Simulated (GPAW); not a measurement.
Runs of GPAW 26.7.0 on CsBr. Symmetry: Pm-3m, No. 221, cubic system. Conventional cell: a = 4.326 Å, b = 4.326 Å, c = 4.326 Å, α = 90.00°, β = 90.00°, γ = 90.00°. Around Cs (site symmetry m-3m) lie 8 Br at 3.75 Å. Around Br (site symmetry m-3m) lie 8 Cs at 3.75 Å. The cell comes from a database or a generator and needn't be the stable form of this composition.

```tsv
task	level	potentials or basis	cell	band path	band points	gap on the mesh (eV)	pressure (GPa)	V0 of scaled cells (Å³/atom)	B0 (GPa)
single point	PBE	GPAW PAW data sets (gpaw-data 1.2.1), pw	as given	-	-	4.42	0.6	-	-
equation of state	PBE	GPAW PAW data sets (gpaw-data 1.2.1), pw	as given	-	-	-	-	(c)	12
band structure	r2SCAN	GPAW PAW data sets (gpaw-data 1.2.1), pw	as given	GXMGRX,MR	60	(a)	0.0	-	-
band structure	PBE	GPAW PAW data sets (gpaw-data 1.2.1), pw	as given	GXMGRX,MR	60	4.42	0.6	-	-
single point	TB-mBJ	GPAW PAW data sets for LDA (gpaw-data 1.2.1), pw	as given	-	-	6.21	-	-	-
equation of state	PBEsol	PAW data sets generated in the run's folder for this functional, pw	as given	-	-	-	-	(b)	16
single point	PBE	GPAW PAW data sets (gpaw-data 1.2.1), pw	atoms moved at random, drawn with an rms of 0.05 Å	-	-	4.42	0.7	-	-
band structure	PBEsol	PAW data sets generated in the run's folder for this functional, pw	as given	GXMGRX,MR	60	4.23	-0.7	-	-
```

Alike in all rows: no spin polarisation; k mesh 6 × 6 × 6; cutoff (eV) 600; smearing fermi-dirac 0.05 eV.

Q: Estimate the missing entries.

A: (a) 5.18; (b) 38.33; (c) 42.44.

Caveats: spin-orbit coupling is left out, which moves the levels of the heavy elements (some runs); the PAW data sets were made with another functional, which shifts forces and pressure a little (some runs); a model potential gives levels but no total energy (some runs).

A k mesh can miss the band edges, and the runs leave out spin-orbit coupling on Br, Cs.
